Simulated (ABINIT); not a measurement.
The system is Ni.

```xyz
1
Lattice="-1.3837 1.3837 1.3837 1.3837 -1.3837 1.3837 1.3837 1.3837 -1.3837" Properties=species:S:1:pos:R:3 pbc="T T T"
Ni    0.0000    0.0000    0.0000
```

This isn't the form of Ni at room conditions, which is fcc.

Program: ABINIT 10.8.3 (patched build). Alike in all runs: cell as given; smearing fermi-dirac 0.05 eV. Hardware: 1 thread of Arm Neoverse V2, on a shared host.

**Question.** Order these runs on this cell by their wall time, lowest first.
A. task single point; level PBE; potentials or basis JTH PAW PBE v2.0; spin collinear, random start; k mesh 10 × 10 × 10; cutoff (eV) 1116; fine-grid cutoff 1714.32 eV
B. task single point; level PBE; potentials or basis JTH PAW PBE v2.0; spin off; k mesh 10 × 10 × 10; cutoff (eV) 1116; fine-grid cutoff 1714.32 eV
C. task band structure; level PBEsol; potentials or basis PseudoDojo NC SR PBEsol v0.4.1 standard; spin collinear, ferromagnetic start; k mesh 13 × 13 × 13; cutoff (eV) 1333

**Answer.** B (16 s), A (44 s), C (90 s).
